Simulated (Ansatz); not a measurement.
**Li₂O**

Computed with Ansatz (plane waves, PAW, 420 eV cutoff): PBE, scalar-relativistic, no spin polarisation, 12×12×12 k-mesh, Gaussian smearing of 0.05 eV; PAW files: Ansatz's generated set soft_2.

```
CELL_PARAMETERS angstrom
0.00000 2.31408 2.31408
2.31408 0.00000 2.31408
2.31408 2.31408 0.00000
ATOMIC_POSITIONS crystal
Li 0.25000 0.25000 0.25000
Li 0.75000 0.75000 0.75000
O 0.00000 0.00000 0.00000
```

The chain of runs began from a cell as deposited in COD, expanded in volume.

The run above is the reference. The same cell was run again with other input settings; several of them aren't fit for production, so the rows show the settings' effect and aren't properties of the material.

```tsv
keys changed	outcome	ΔE (meV/atom)	P (GPa)	gap on the mesh (eV)	cell moment (μB)	largest force component (eV/Å)	SCF iterations	rough core-seconds	new warnings
none (reference)	converged	0.0	-0.1	4.98	–	0.000	–	–	–
scf.mixing.preconditioner: "none"; scf.occupations.method: "gaussian" → "cold"; scf.occupations.width: 0.05 → 0.1; hamiltonian.dispersion: "d4"	converged	–	-1.8	4.98	–	0.000	5	1.6	–
hamiltonian.dispersion: "d4"; basis.ecutwfc: 420 → "250 eV"	converged	–	-1.9	4.90	–	0.000	6	1.6	cutoff below recommended
scf.occupations.method: "gaussian" → "methfessel_paxton"; scf.occupations.width: 0.05 → 0.001; basis.ecutrho_ratio: 4 → 6; scf.mixing.preconditioner: "kerker"	converged	0.0	-0.1	4.98	–	0.000	5	1.1	–
scf.occupations.width: 0.05 → null; scf.occupations.method: "gaussian" → "tetrahedron_uncorrected"; scf.n_extra_bands: 32	converged	0.0	-0.1	4.98	–	0.000	6	2.1	band table not solved further
```

These changes also left energy (to 0.1 meV/atom), pressure, gap, moment and forces as in the reference: basis.ecutrho_ratio: 4 → 6; scf.n_extra_bands: 4 | basis.xc_grid: 3 | scf.convergence.dr2_threshold: 1e-06; scf.mixing.algorithm: "anderson"; scf.mixing.beta: 0.5; scf.algorithm: "direct_min".

ΔE is the energy with the smearing extrapolated to zero. It is left out where the change alters the Hamiltonian or the spin treatment. The varied runs start from atomic densities (corrected by the program's trained start where that serves), with the default search for lower states unless a row changes it.

Task: What happens with these changes: hamiltonian.dispersion: "d4"; scf.mixing.preconditioner: "kerker_dos"?

Result: outcome converged, P (GPa) -1.8, gap on the mesh (eV) 4.98, largest force component (eV/Å) 0.000, SCF iterations 6, rough core-seconds 1.7.

The pair part of a dispersion correction pulls inward (a three-body part mostly pushes out), and in metals and ionic crystals with large ions it often overbinds.

1 further run (cut off, refused for memory, with changed atoms or starts, or in doubt) is left out.

Of the reference: Semilocal functionals underestimate band gaps, commonly by a third or more.
